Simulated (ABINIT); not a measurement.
Runs of ABINIT 10.8.3 (patched build) on SnSe2. It takes space group P-3m1 (No. 164, trigonal). Conventional cell: a = 3.811 Å, b = 3.811 Å, c = 6.136 Å, α = 90.00°, β = 90.00°, γ = 120.00°. Around Sn (site symmetry -3m) lie 6 Se at 2.68 Å. Around Se (site symmetry 3m) lie 3 Sn at 2.68 Å. 

```tsv
task	level	potentials or basis	k mesh	cutoff (eV)	smearing	cutoff of the screening (Ha)	bands in the sums	wave-function cutoff in the screening (Ha)	frequency treatment	imaginary frequencies	mesh quality	gap on the mesh (eV)	pressure (GPa)	largest force (eV/Å)
single point	PBE	PseudoDojo NC SR PBE v0.4.1 standard	6 × 6 × 4	1088	fermi-dirac 0.05 eV	-	-	-	-	-	not flagged	0.80	(a)	0.81
single point	LDA	PseudoDojo NC SR LDA v0.4.1 standard	6 × 6 × 4	1170	fermi-dirac 0.05 eV	-	-	-	-	-	not flagged	0.66	0.9	0.49
one-shot levels of the hybrid HSE06	PBE	PseudoDojo NC SR PBE v0.4.1 standard	5 × 5 × 3	1088	fixed	-	31	-	-	-	not flagged	0.77	-	-
positron lifetime	PBEsol	JTH PAW PBE v2.0	6 × 6 × 4	272	fermi-dirac 0.05 eV	-	-	-	-	-	not flagged	0.74	-	(c)
one-shot levels of the hybrid HSE03	LDA	PseudoDojo NC SR LDA v0.4.1 standard	5 × 5 × 3	1061	fixed	-	31	-	-	-	not flagged	0.63	-	-
one-shot levels of the hybrid PBE0	PBEsol	PseudoDojo NC SR PBEsol v0.4.1 standard	5 × 5 × 3	1061	fixed	-	31	-	-	-	not flagged	(b)	-	-
```

Alike in all rows: no spin polarisation; cell as given.

Q: Estimate the missing entries.

A: (a) 5.6; (b) 0.70; (c) 0.60.

Caveats: spin-orbit coupling is left out, which moves the levels of the heavy elements; this functional lacks dispersion, which binds the layers, so the pressure and a relaxed spacing across them are unreliable (some runs); an odd mesh through Γ misses points on the zone boundary, where band edges often lie (some runs); Libxc's HSE differs a little from that of other programs (some runs); this build's HSE levels may be imprecise (some runs); the PAW basis is incomplete for the positron (some runs); the PAW data sets were made with another functional, which shifts forces and pressure a little (some runs).

A k mesh can miss the band edges, and the runs leave out spin-orbit coupling on Se, Sn.

Not every run made on this cell is shown here.
